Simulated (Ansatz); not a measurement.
**PbSe: moving Se off its site**

PbSe, Fm-3m, a = 6.124 Å (as given, not relaxed at this level: -2.2 GPa). Ansatz: LDA, PAW, 420 eV, Γ-centred 10×10×10 mesh on 2 atoms, Gaussian smearing 0.03 eV; no spin polarisation.

```yaml
crystal:
  lattice:
    - [0.00000, 3.06215, 3.06215]
    - [3.06215, 0.00000, 3.06215]
    - [3.06215, 3.06215, 0.00000]
  atoms:
    - { symbol: Pb, position: [0.00000, 0.00000, 0.00000] }
    - { symbol: Se, position: [0.50000, 0.50000, 0.50000] }
```

Atom 2 (Se) moves by x along the unit vector (0.000, 0.000, -1.000), with its periodic images; all else is held. y is the free energy of the cell over the start, F the force along the path summed over the moved atoms. Symmetry makes y even in x.

```
  x (Å) y (meV) F (eV/Å)
-0.5000        ?         ?
-0.2500     19.4      0.26
 0.0000      0.0      0.00
 0.1250      2.2     -0.05
 0.3125     41.5     -0.46
 0.3750     78.5     -0.74
 0.4375    136.0     -1.12
```

**Question.** Fit y = c2 x² + c4 x⁴ to the energies of the other rows, give the force constant, and predict energy and force of the missing row.

**Answer.** Least squares on the rows shown. y = 123.55 x² + 3072.1 x⁴. The force constant is 2 c2 = 0.247 eV/Å², for the cell as given, at -2.2 GPa (for all images moving together, not for a lone atom). With two atoms in a cubic cell this is the optical mode at Γ without the LO field: ω = 521.5 √(2 c2/μ) = 34 cm⁻¹ for μ = 57.18 u. The force −dy/dx at the missing row is 1.66 eV/Å (computed 1.61). With a term in x⁶ added, the coefficient of x² becomes 96.73, 22 % less, which shows how far this figure hangs on the form. At x = -0.5000 the fit asked for gives 222.9 meV. The run gave 220.7 meV, so the fit is 2.2 meV too high, a small miss on the scale of the series.

Spin–orbit coupling is left out, which can shift energies with elements as heavy as these.